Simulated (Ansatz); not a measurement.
# Hf (P6/mmm) in Ansatz: convergence with scf exx energy threshold

Aim: find how far scf exx energy threshold must go before the results for Hf settle, at HSE06. This setting moves, with any that are tied to it; all else stays.

Program: Ansatz 0.2.0. These are calculated values, not measurements. Logs are shortened: lines on timing, memory, paths and dates and some standing lists are left out, and cuts for length are marked.

## (1) The crystal as given

It takes space group P6/mmm (No. 191, hexagonal). Conventional cell: a = 4.962 Å, b = 4.962 Å, c = 3.086 Å, α = 90.00°, β = 90.00°, γ = 120.00°. Hf (site symmetry 6/mmm) has 14 Hf at 3.09 to 3.25 Å as nearest neighbours. Around Hf (site symmetry -6m2) lie 11 Hf at 2.87 to 3.25 Å.

This isn't the form of Hf at room conditions, which is hcp.

## (2) With scf exx energy threshold 0.01

The input, input.yaml:

```yaml
crystal:
  lattice:
    - [4.962329544, 0.0, 0.0]
    - [-2.481164772, 4.297503447, 0.0]
    - [0.0, 0.0, 3.08623225]
  atoms:
    - { symbol: Hf, position: [0.0, 0.0, 0.0] }
    - { symbol: Hf, position: [0.3333333333, 0.6666666667, 0.5] }
    - { symbol: Hf, position: [0.6666666667, 0.3333333333, 0.5] }
hamiltonian:
  xc: hse06
  pseudopotentials: { kind: paw }
kpoints:
  mp_grid: { grid: [3, 3, 5] }
scf:
  occupations: { method: fermi_dirac, width: 0.1 }
  exx: { energy_threshold: 0.01 }
output:
  forces: true
  stress: true
  eigenvalues: true
```

Potentials or basis: Ansatz PAW.

Command:

```bash
$ ansatz run input.yaml --threads 2 --pin off --max-ram 5632MiB --backend cpu --events-out ev --progress --plain --runs-dir out
```

The program printed:

```text
Warning: output.stress: scf.convergence.dr2_threshold = 1e-7 eV (the SCF's general default) is looser than the 3e-10 eV advised for a printed stress (1e-10 eV for each atom of the cell: 3). What an SCF threshold leaves in a stress goes as its square root, and in the free energy as the threshold itself, and one threshold admits the most on a small cell: of the crystals measured, under no hybrid functional and no lock of the moments, on runs that ended without the residual-converged pass, on stresses that held no estimate of that error, the worst erred by over 100 MPa in a component at 1e-7 eV an atom and by under 5 at 1e-10. Set scf.convergence.dr2_threshold to 3e-10 eV or tighter. The threshold is an SCF's pass mark: one that does not reach it within its budget of iterations ends unconverged, or closes short of it on a stop that the run arms, and scf.convergence.dr2_threshold's page says what that costs each kind of run
Warning: output.stress: scf.exx.energy_threshold = 1e-2 eV is looser than the 3e-8 eV advised for a stress under a hybrid functional (1e-8 eV for each atom of the cell: 3). Every SCF of the exchange loop can meet its threshold on dr2 while the loop round them stops early: no threshold on dr2 bounds what that leaves in the stress. Set scf.exx.energy_threshold to 3e-8 eV or tighter. The threshold is the loop's pass mark: a loop that does not reach it within its budget of cycles ends unconverged, and scf.exx.energy_threshold's page has the law
Warning: RAYON_NUM_THREADS=2 ignored (pool sized by the plan → 2); use --threads N
Engine: ansatz 0.2.0, aarch64-unknown-linux-gnu
Pseudopotentials: kind: paw
Pseudopotential: Hf, paw, valence charge 26, recommended cutoff 420 eV (normal), Hf.paw.azcp
Functional definition: HSE06
  parameter a = 0.25
  parameter omega = 0.11/bohr
  exchange = pbe_x - a*pbe_x_sr(omega) + a*exact_x_sr(omega)
[... 83 lines left out ...]
  Σ components = -47164.645455   (vs F -47164.645455, Δ=-7.28e-12)
--- Forces (eV/Å), atoms counted from 1 ---
  atom   1  Hf    -0.00000000    -0.00000000     0.00000000
  atom   2  Hf     0.00000000     0.00000000     0.00000000
  atom   3  Hf     0.00000000    -0.00000000     0.00000000
  max |Σ_I F_I| component: 1.85e-17 eV/Å
--- Stress (GPa, compression-positive) ---
        1.839909      -0.000000       0.000000
       -0.000000       1.839909       0.000000
        0.000000       0.000000       1.675725
  P = ⅓ Tr σ = 1.7852 GPa (17.852 kbar)
--- Band table (eV; the first three rows and the last of 9) ---
  k-point 0: bands = ["-45.2470", "-45.0705", "-44.9527", "-12.7642", "-12.7642", "-12.6383", "-12.6383", "-12.2505", "-12.0248", "-11.9421", "-11.8795", "-11.8795", "4.7961", "4.7970", "4.8101", "4.8101", "4.8316", "4.8316", "4.8529", "4.9769", "4.9858", "4.9858", "4.9873", "5.0220", "5.0220", "5.0231", "5.0231", "5.0306", "5.0352", "5.0352", "5.0685", "5.0772", "5.0826", "11.7840", "17.2007", "19.1351", "19.1351", "19.3109", "19.3109", "19.7243", "21.8103", "22.9125", "22.9125", "23.6761", "23.6761", "23.7169", "23.7169"]
  k-point 1: bands = ["-45.2331", "-45.0612", "-44.9416", "-12.7305", "-12.7305", "-12.5792", "-12.5792", "-12.4511", "-12.2756", "-12.1404", "-11.8929", "-11.8929", "4.7976", "4.7986", "4.8220", "4.8220", "4.8281", "4.8281", "4.8345", "4.9783", "4.9872", "4.9979", "4.9979", "5.0108", "5.0181", "5.0181", "5.0301", "5.0301", "5.0348", "5.0348", "5.0487", "5.0774", "5.0825", "12.8246", "18.1560", "18.5009", "18.5009", "18.6616", "18.6616", "21.4617", "22.5836", "22.5836", "22.9295", "23.0407", "23.0407", "24.6715", "24.6715"]
  k-point 2: bands = ["-45.2103", "-45.0463", "-44.9238", "-12.7445", "-12.6804", "-12.6758", "-12.6758", "-12.4727", "-12.4727", "-12.4472", "-11.9248", "-11.9248", "4.8002", "4.8008", "4.8082", "4.8225", "4.8225", "4.8423", "4.8423", "4.9804", "4.9818", "4.9870", "5.0103", "5.0103", "5.0197", "5.0197", "5.0211", "5.0260", "5.0260", "5.0497", "5.0497", "5.0779", "5.0822", "15.2975", "17.3787", "17.3787", "17.9186", "17.9186", "18.1393", "22.0806", "22.0806", "22.6590", "22.6590", "25.9361", "26.0215", "26.0215", "26.2075"]
  k-point 8: bands = ["-45.2093", "-44.9856", "-44.9856", "-13.0022", "-12.7172", "-12.7172", "-12.4877", "-12.3814", "-12.3814", "-12.2637", "-12.2637", "-11.8188", "4.7970", "4.7988", "4.8095", "4.8189", "4.8189", "4.8420", "4.8420", "4.9913", "4.9913", "4.9949", "5.0129", "5.0129", "5.0147", "5.0280", "5.0280", "5.0295", "5.0295", "5.0456", "5.0552", "5.0558", "5.0558", "16.3096", "17.5373", "17.5373", "18.5114", "18.9006", "18.9006", "20.6438", "20.6438", "22.2722", "22.2722", "23.0975", "24.2665", "25.5345", "26.7295"]
```

Wall time 21 s (2 threads of Arm Neoverse V2, shared host); peak memory 0.74 GiB.

What came out:

| Quantity | Value |
| --- | --- |
| Free energy | -47164.6455 eV |
| Pressure | 1.8 GPa |
| Band gap on the k mesh | none (metal or under the smearing width) |

## (3) With scf exx energy threshold 0.001

input.yaml, as its differences from that of step 2:

```diff
@@ -16,3 +16,3 @@
   occupations: { method: fermi_dirac, width: 0.1 }
-  exx: { energy_threshold: 0.01 }
+  exx: { energy_threshold: 0.001 }
 output:
```

Potentials or basis: Ansatz PAW.

Command:

```bash
$ ansatz run input.yaml --threads 2 --pin off --max-ram 5632MiB --backend cpu --events-out ev --progress --plain --runs-dir out
```

Run time: 20 s. Hardware: 2 threads of Arm Neoverse V2, shared host; peak memory 0.74 GiB.

Results:

| Quantity | Value |
| --- | --- |
| Free energy | -47164.6455 eV |
| Pressure | 1.8 GPa |
| Band gap on the k mesh | none (metal or under the smearing width) |

## (4) With scf exx energy threshold 0.0001

input.yaml, as its differences from that of step 3:

```diff
@@ -16,3 +16,3 @@
   occupations: { method: fermi_dirac, width: 0.1 }
-  exx: { energy_threshold: 0.001 }
+  exx: { energy_threshold: 0.0001 }
 output:
```

Command:

```bash
$ ansatz run input.yaml --threads 2 --pin off --max-ram 5632MiB --backend cpu --events-out ev --progress --plain --runs-dir out
```

It took 20 s on 2 threads of Arm Neoverse V2, shared host; peak memory 0.74 GiB.

What came out:

```yaml
Free_energy: -47164.6455 eV
Pressure: 1.8 GPa
Band_gap_on_the_k_mesh: none (metal or under the smearing width)
```

## (5) With scf exx energy threshold 1e-05

input.yaml, as its differences from that of step 4:

```diff
@@ -16,3 +16,3 @@
   occupations: { method: fermi_dirac, width: 0.1 }
-  exx: { energy_threshold: 0.0001 }
+  exx: { energy_threshold: 1.0e-05 }
 output:
```

Command:

```bash
$ ansatz run input.yaml --threads 2 --pin off --max-ram 5632MiB --backend cpu --events-out ev --progress --plain --runs-dir out
```

Wall time 21 s (2 threads of Arm Neoverse V2, shared host); peak memory 0.74 GiB.

The run converged. Its results:

- Free energy: -47164.6455 eV
- Pressure: 1.8 GPa
- Band gap on the k mesh: none (metal or under the smearing width)

## (6) With scf exx energy threshold 1e-06

input.yaml, as its differences from that of step 5:

```diff
@@ -16,3 +16,3 @@
   occupations: { method: fermi_dirac, width: 0.1 }
-  exx: { energy_threshold: 1.0e-05 }
+  exx: { energy_threshold: 1.0e-06 }
 output:
```

Potentials or basis: Ansatz PAW.

Command:

```bash
$ ansatz run input.yaml --threads 2 --pin off --max-ram 5632MiB --backend cpu --events-out ev --progress --plain --runs-dir out
```

It took 22 s on 2 threads of Arm Neoverse V2, shared host; peak memory 0.73 GiB.

Results (log left out):

* Free energy: -47164.6455 eV
* Pressure: 1.8 GPa
* Band gap on the k mesh: none (metal or under the smearing width)

## (7) With scf exx energy threshold 1e-07

input.yaml, as its differences from that of step 6:

```diff
@@ -16,3 +16,3 @@
   occupations: { method: fermi_dirac, width: 0.1 }
-  exx: { energy_threshold: 1.0e-06 }
+  exx: { energy_threshold: 1.0e-07 }
 output:
```

Command:

```bash
$ ansatz run input.yaml --threads 2 --pin off --max-ram 5632MiB --backend cpu --events-out ev --progress --plain --runs-dir out
```

Run time: 23 s. Hardware: 2 threads of Arm Neoverse V2, shared host; peak memory 0.73 GiB.

It converged, with:

| Quantity | Value |
| --- | --- |
| Free energy | -47164.6455 eV |
| Pressure | 1.8 GPa |
| Band gap on the k mesh | none (metal or under the smearing width) |

## (8) Result

```
scf exx energy threshold  energy less the tightest run, at zero smearing (meV/atom)  SCF cycles  CPU time (s)  peak memory (GiB)
                    0.01                                                       0.00          24            38               0.74
                   0.001                                                       0.00          24            37               0.74
                  0.0001                                                       0.00          24            37               0.74
                   1e-05                                                       0.00          26            39               0.74
                   1e-06                                                       0.00          28            40               0.73
                   1e-07                                                       0.00          31            42               0.73
```

Against the tightest run, the energy stays within 1 meV/atom from 0.01 on. The tightest run that finished is the yardstick and may itself not be fully converged.

Caveats: all runs use coarse meshes; the PAW data sets come from PBE, with cores solved anew for the run's functional, which leaves a small shift of forces and pressure; the thresholds are loose for stress.
